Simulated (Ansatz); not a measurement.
Crystal: CuO (Tenorite).

```
CELL_PARAMETERS angstrom
2.34185 -1.71130 0.00000
2.34185 1.71130 0.00000
-0.85003 0.00000 5.05787
ATOMIC_POSITIONS crystal
Cu 0.50000 0.00000 0.50000
Cu 0.00000 0.50000 0.00000
O 0.41840 0.58160 0.75000
O 0.58160 0.41840 0.25000
```

```yaml
Program: Ansatz 0.2.0
Task: relaxation of cell and atoms
Functional: revPBE
Dispersion: D3(BJ)
Potentials_or_basis: Ansatz PAW
Cutoff: "420 eV (not typed: the program's choice for these potentials)"
k_mesh: 10 × 10 × 5
Occupations: fermi-dirac, width 0.05 eV
Spin: no spin polarisation
```

At the start: volume 10.13 Å³/atom.

**Question.** How do energy, volume and symmetry change on relaxing?

**Answer.** It ends after 25 steps and the volume is 10.87 Å³/atom (+7.2 %); space group P4_2/mmc (No. 131, to 0.05 Å).

The path:
```csv
step,energy change (eV),largest force (eV/Å),volume (Å³)
1,0.0000,0.2142,40.54
2,-0.0083,0.1898,40.92
3,-0.0239,0.0894,41.61
4,-0.0263,0.0162,42.10
5,-0.0297,0.0012,42.10
6,-0.0295,0.0005,42.20
7,-0.0295,0.0002,42.21
8,-0.0476,0.0014,42.21
9,-0.0540,0.0035,42.72
10,-0.0546,0.0202,43.19
11,-0.0556,0.0018,43.04
12,-0.0555,0.0002,43.07
13,-0.0651,0.0007,43.07
14,-0.0679,0.0034,43.28
15,-0.0681,0.0010,43.36
16,-0.0681,0.0002,43.37
17,-0.0713,0.0009,43.37
18,-0.0722,0.0044,43.45
19,-0.0721,0.0030,43.46
20,-0.0730,0.0034,43.46
21,-0.0733,0.0018,43.46
22,-0.0732,0.0015,43.47
23,-0.0733,0.0014,43.47
24,-0.0734,0.0003,43.48
25,-0.0735,0.0002,43.48
```

Final structure:
```
Cu O
1.0
     2.05221   -2.04362    0.15824
     2.05221    2.04362    0.15824
    -0.40313    0.00000    5.15243
Cu O
2 2
Direct
  0.50000 0.00000 0.50000
  0.00000 0.50000 0.00000
  0.49966 0.50034 0.75000
  0.50034 0.49966 0.25000
```

Caveat: the plane-wave basis is chosen anew once the cell has moved, so the energies of steps on either side of that aren't comparable; the pressure holds a Pulay correction of +0.6 GPa for the finite cutoff; the run has no spin polarisation, though such a crystal can be magnetic; pairwise dispersion overbinds metals, which lowers pressure and volume; the PAW data sets come from PBE, with cores solved anew for the run's functional, which leaves a small shift of forces and pressure.
